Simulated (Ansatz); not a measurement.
GaN:

```
CELL_PARAMETERS angstrom
0.00000 2.25350 2.25350
2.25350 0.00000 2.25350
2.25350 2.25350 0.00000
ATOMIC_POSITIONS crystal
Ga 0.00000 0.00000 0.00000
N 0.25000 0.25000 0.25000
```

The cell is a database's computed one.

Program: Ansatz 0.2.0. Alike in all runs: cell as given; basis error allowed 0.001 eV/atom.

Task: Order these runs on this cell by their pressure, lowest first.
A. level PBE; potentials or basis all-electron LAPW, scalar-relativistic; spin off; k mesh 10 × 10 × 10; cutoff (eV) 422; smearing gaussian 0.014 eV
B. level PBEsol; potentials or basis all-electron LAPW, relativistic spinors; spin SOC, no magnetisation; k mesh 7 × 7 × 7; cutoff (eV) 421; smearing fermi-dirac 0.05 eV
C. level revPBE; potentials or basis all-electron LAPW, scalar-relativistic; spin off; k mesh 10 × 10 × 10; cutoff (eV) 421; smearing fermi-dirac 0.05 eV
D. level BLYP; potentials or basis all-electron LAPW, scalar-relativistic; spin off; k mesh 10 × 10 × 10; cutoff (eV) 422; smearing fermi-dirac 0.05 eV

Result: B (-1.2 GPa), A (4.9 GPa), C (7.9 GPa), D (11.0 GPa).
